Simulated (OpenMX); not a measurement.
# CdSe under changes of volume

One of the cells (28.942 Å³/atom); the others are scaled copies at fixed shape and fractional positions:

```
Cd Se
1.0
     0.00000    3.07027    3.07027
     3.07027    0.00000    3.07027
     3.07027    3.07027    0.00000
Cd Se
1 1
Direct
  0.00000 0.00000 0.00000
  0.25000 0.25000 0.25000
```

Measurements of this composition are mostly on another form, of space group No. 186.

- Program: OpenMX 3.8.5
- Functional: LDA
- Potentials or basis: OpenMX 2013 LDA set, Cd7.0-s3p2d2, Se7.0-s3p2d2, fixed grid of 48 × 48 × 48 points
- k mesh: 9 × 9 × 9
- Occupations: fermi-dirac, width 0.05 eV
- Spin: no spin polarisation

```csv
volume (Å³/atom),energy over the lowest point (meV/atom),gap on the mesh (eV)
27.206,0.00,0.62
27.784,?,?
28.363,5.89,0.48
28.942,14.49,0.42
29.521,26.22,0.36
30.100,40.57,0.31
30.679,57.49,0.26
```

Question: What does the run at 27.784 Å³/atom give?

Answer: Energy over the lowest point 1.00 meV/atom; gap on the mesh 0.55 eV.

Worked out: A Birch-Murnaghan fit of order 3 (a polynomial in V^(-2/3)) to the other rows has its minimum at 27.37 Å³/atom with B0 = V·E''(V) = 58 GPa and B' = 5.2. It gives 0.92 meV/atom at 27.784 Å³/atom, against the run's 1.00. A straight line through the other rows of the gap, of slope -2.99 eV per unit of ln V (its deformation potential), gives 0.55 eV, against the run's 0.55.

Energies are extrapolated to zero smearing.

Caveats: the basis of atomic orbitals isn't converged, which shifts pressures, moduli and gaps.

Spin-orbit coupling on Cd, Se is left out.
